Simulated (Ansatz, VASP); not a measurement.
One calculation of LiH, two programs

```
CELL_PARAMETERS angstrom
0.00000 2.14512 2.14512
2.12260 0.00000 2.14512
2.12260 2.14512 0.00000
ATOMIC_POSITIONS crystal
Li 0.00000 0.00000 0.00000
H 0.25000 0.25000 0.25000
```

Change from the starting cell: uniaxial_x strain -1.1%.

Alike in both runs: task single point; functional PBE; k mesh 10 × 10 × 10; occupations fermi-dirac, width 0.02 eV; no spin polarisation.

```csv
,VASP,Ansatz
version,VASP 6.6.1,Ansatz 0.2.0
potentials or method,"VASP PAW PBE potentials, release 64 (Li_sv, H)","plane waves, PAW"
plane-wave cutoff (eV),520,420
valence electrons in the cell,4,4
```

Ansatz gave:

| Quantity | Value |
| --- | --- |
| gap on the k mesh at the Fermi level (eV) | 4.22 |

Question: Which values does VASP return?

Answer: gap on the k mesh at the Fermi level (eV): 4.23.

With one functional, cell and mesh, what is left measures potentials, basis and numerics.

 A k mesh can miss the band edges.
